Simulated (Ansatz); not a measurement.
# MgS (Niningerite) in Ansatz: the effect of functional

Crystal: MgS (Niningerite).

```
CELL_PARAMETERS angstrom
0.00000 2.65268 2.65268
2.65268 0.00000 2.65268
2.65268 2.65268 0.00000
ATOMIC_POSITIONS crystal
S 0.50000 0.50000 0.50000
Mg 0.00000 0.00000 0.00000
```

The cell isn't the ideal one: volume scaled by 1.06.

Alike in all runs:

* Program: Ansatz 0.2.0
* Task: single point
* Potentials or basis: Ansatz PAW
* k mesh: 9 × 9 × 9
* Occupations: fermi-dirac, width 0.05 eV
* Spin: no spin polarisation

| functional | cutoff | gap on the mesh (eV) | pressure (GPa) |
| --- | --- | --- | --- |
| LDA | 420 eV (not typed: the program's choice for these potentials) | 2.57 | -6.9 |
| r2SCAN | 500 eV (not typed: the program's choice for these potentials) | 3.46 | -4.1 |
| PBE | 420 eV (not typed: the program's choice for these potentials) | ? | ? |

Problem. What does the run with functional PBE give?

Solution. gap on the mesh 2.79 eV; pressure -2.9 GPa.

Caveats: odd divisions of the mesh miss points on the zone boundary, where band edges often lie, so the gap on the mesh can be too wide; the PAW data sets come from PBE, with cores solved anew for the run's functional, which leaves a small shift of forces and pressure (some runs).

A k mesh can miss the band edges.
